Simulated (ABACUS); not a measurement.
SrO: equation of state with r2SCAN

Crystal: SrO.

```
Sr O
1.0
     3.55329    0.00000    0.00000
    -1.77664    3.07724    0.00000
     0.00000    0.00000    6.21730
Sr O
2 2
Cartesian
  1.7766 1.0257 4.6630
  0.0000 2.0515 1.5543
  0.0000 0.0000 3.1087
  0.0000 0.0000 0.0000
```

Measurements of this composition are mostly on another form, of space group No. 225.

```json
{
 "Program": "ABACUS 3.10.1",
 "Task": "equation of state",
 "Functional": "r2SCAN",
 "Potentials or basis": "SG15 ONCV 1.2 PBE",
 "Cutoff": "1320 eV",
 "Density cutoff": "5279 eV",
 "Basis": "plane waves",
 "k mesh": "6 × 6 × 3",
 "Occupations": "fermi-dirac, width 0.05 eV",
 "Spin": "no spin polarisation"
}
```

```yaml
Equilibrium_volume: 16.89 Å³/atom
Bulk_modulus_at_fixed_shape_and_positions: 90 GPa
Pressure_derivative_of_the_bulk_modulus: "4.3 (rough: it moves with the points fitted)"
```

Energy against volume, from the lowest point:
```csv
volume (Å³/atom),energy (meV/atom)
15.976,14.51
16.656,0.00
17.335,2.17
18.015,17.82
```

All runs of the series together: 110 s on 4 threads of Intel(R) Xeon(R) 6975P-C (Granite Rapids), with other jobs on the host.

Caveat: the cell was scaled at fixed shape and fractional positions, which overstates the stiffness of a crystal with free parameters, most of all of layers and chains; the potentials were made for another functional, which shifts forces and pressure.
